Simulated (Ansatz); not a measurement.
## Al₂O₃ — ¹⁷O NMR of the central transition

Cell: a diffraction structure from the COD whose atoms were relaxed with PBE, the cell held.

Space group R-3c:H (No. 167); a = 4.7605, c = 12.9956 Å, γ = 120.00°.

| site | Wyckoff | site symmetry | x | y | z |
| --- | --- | --- | --- | --- | --- |
| Al | 12c | 3. | 0.0000 | 0.0000 | 0.8521 |
| O | 18e | .2 | 0.9731 | 0.3333 | 0.0833 |

One atom of each set is listed; the run and its k-mesh use a cell of 10 atoms with edges of 5.13, 5.13, 5.13 Å.

Level of theory: DFT, LDA, plane waves and PAW, scalar-relativistic, 420 eV cutoff, Γ-centred 8×8×8 k-points, Fermi–Dirac smearing 0.02 eV (Ansatz 0.2.0).

¹⁷O has I = 5/2 and Q = -25.58 mb (Pyykkö 2018); at 23.5 T its Larmor frequency is ν₀ = 135.7 MHz. Only the quadrupole interaction is simulated: positions count from each site's isotropic chemical shift, and J coupling is left out, as are shift anisotropy and dipolar coupling, which fast spinning averages.

Simulated pattern of one O site (fast magic-angle spinning, Gaussian broadening 0.02 kHz):

| offset (kHz) | height |
| --- | --- |
| -0.6578 | 0 |
| -0.6405 | 0 |
| -0.6231 | 5 |
| -0.6058 | 8 |
| -0.5884 | 9 |
| -0.5711 | 9 |
| -0.5537 | 9 |
| -0.5364 | 9 |
| -0.5190 | 10 |
| -0.5017 | 15 |
| -0.4843 | 27 |
| -0.4670 | 30 |
| -0.4496 | 32 |
| -0.4323 | 34 |
| -0.4149 | 36 |
| -0.3975 | 40 |
| -0.3802 | 44 |
| -0.3628 | 55 |
| -0.3455 | 96 |
| -0.3281 | 100 |
| -0.3108 | 79 |
| -0.2934 | 72 |
| -0.2761 | 70 |
| -0.2587 | 70 |
| -0.2414 | 72 |
| -0.2240 | 78 |
| -0.2067 | 93 |
| -0.1893 | 96 |
| -0.1720 | 77 |
| -0.1546 | 66 |
| -0.1373 | 59 |
| -0.1199 | 54 |
| -0.1026 | 51 |
| -0.0852 | 48 |
| -0.0679 | 45 |
| -0.0505 | 43 |
| -0.0332 | 37 |
| -0.0158 | 13 |
| 0.0015 | 1 |
| 0.0189 | 0 |

Task: Which |C_Q| and η does the pattern imply?

Result: The pattern spans 0.604 kHz before broadening and its centre of gravity is at -0.260 kHz, which fixes P_Q; the places of the horns and steps fix η. That gives P_Q = 2.43 MHz, |C_Q| = 2.33 MHz and η = 0.51. The sign of C_Q can't be read from the pattern.

At this cell the LDA pressure is -5 GPa, so with LDA the cell would shrink if it were relaxed.

Hardware: 4 threads of Intel Xeon Platinum 8488C (Sapphire Rapids) (x86_64; 16 cores open to the job, memory cap 8.0 GiB, no GPU), a shared host with a load of 0.4 a core. Wall time 2.7 s, CPU time 8.9 s, peak memory 0.52 GiB.
